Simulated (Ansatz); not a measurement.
Given:

Starting cell, BaF2 (fluorite):

```yaml
crystal:
  lattice:
    - [0.00000, 6.24642, 6.24642]
    - [3.12321, 3.12321, 6.24642]
    - [3.12321, 3.12321, 0.00000]
  atoms:
    - { symbol: Ba, position: [0.00000, 0.00000, 0.00000] }
    - { symbol: Ba, position: [0.50000, 0.00000, 0.00000] }
    - { symbol: F, position: [0.00000, 0.25000, 0.25000] }
    - { symbol: F, position: [0.50000, 0.25000, 0.25000] }
    - { symbol: F, position: [0.00000, 0.75000, 0.75000] }
    - { symbol: F, position: [0.50000, 0.75000, 0.75000] }
```

The atoms are displaced by Q × the pattern below (from a DFPT mode at X = (0.5, 0.5, 0.0), largest move 1; Q in Å), at fixed cell. (q is in reciprocal vectors of the primitive cell; the cell shown is doubled to hold the pattern.)

```json
[
 {"atom": "F3", "x": "0.000", "y": "0.000", "z": "1.000"},
 {"atom": "F4", "x": "0.000", "y": "0.000", "z": "-1.000"},
 {"atom": "F5", "x": "0.000", "y": "0.000", "z": "1.000"},
 {"atom": "F6", "x": "0.000", "y": "0.000", "z": "-1.000"}
]
```

Atoms not listed stay in place.

Level of theory: PBE (plane waves to 420 eV, PAW, scalar-relativistic; Ansatz, an electronic-structure program). k mesh 9×9×9 (Γ-centred), Fermi-Dirac smearing 0.05 eV. E stands for the smeared free energy. BaF2 was relaxed with its symmetry unable to fall. The zero of ΔE is the undisplaced structure.

The scan covers Q from -0.280 to 0.280 Å in 13 points.

### Question
Which space group does the distorted structure have?

### Answer
P4_2/nmc (No. 137), lowered from Fm-3m.

### Question
Is this a single well or a double well?

### Answer
A single well with its minimum at or next to zero displacement.

### Question
What is the energy change at Q = 0.280 Å?

### Answer
189.0 meV/cell.

### Question
What harmonic wavenumber does the curvature at Q = 0 give?

### Answer
126 cm⁻¹.

(For displaced atoms, the force is minus the slope of the energy, and its curvature is a force constant, which sets phonon frequencies.)
